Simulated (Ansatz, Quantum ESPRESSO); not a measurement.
# silicene, 2 layers, AB stacking: the upper vacuum line at the top atoms, over the zero at a withheld member of a series

How the rows were computed: Quantum ESPRESSO 7.5, PBE, GBRV ultrasoft. Cell and atoms are relaxed without a field with a D3(BJ) correction and then held. Sawtooth field with dipole correction, 17 Å of vacuum in the starting cell, Fermi-Dirac smearing of 0.002 Ry; bands along a path at each field. The series steps the field along the normal.

| field along the normal | upper vacuum line at the top atoms, over the zero (eV) |
| --- | --- |
| 0 V/Å | 4.885 |
| 0.05 V/Å | 4.815 |
| 0.1 V/Å | 4.745 |
| 0.2 V/Å | 4.606 |
| 0.4 V/Å | 4.335 |

**Question.** What is the upper vacuum line at the top atoms, over the zero at 0.3 V/Å?

**Worked estimate.** The rows at 0.2 V/Å and 0.4 V/Å give a slope of (4.335 − (4.606))/(0.4 − (0.2)) = −1.355, so a straight line gives 4.471 eV. A parabola through these and the row at 0.1 V/Å gives 4.469 eV.

What the calculation gave: 4.470 eV. The line misses by +0.001 and the parabola by −0.001 eV. Both misses are under 5 % of the step from the nearer row.

Caveats: Ions are held; semilocal gaps are too small; in strong fields empty levels can belong to the vacuum; one stacking. Members without a usable value, or on the other side of zero field or charge, are not listed.
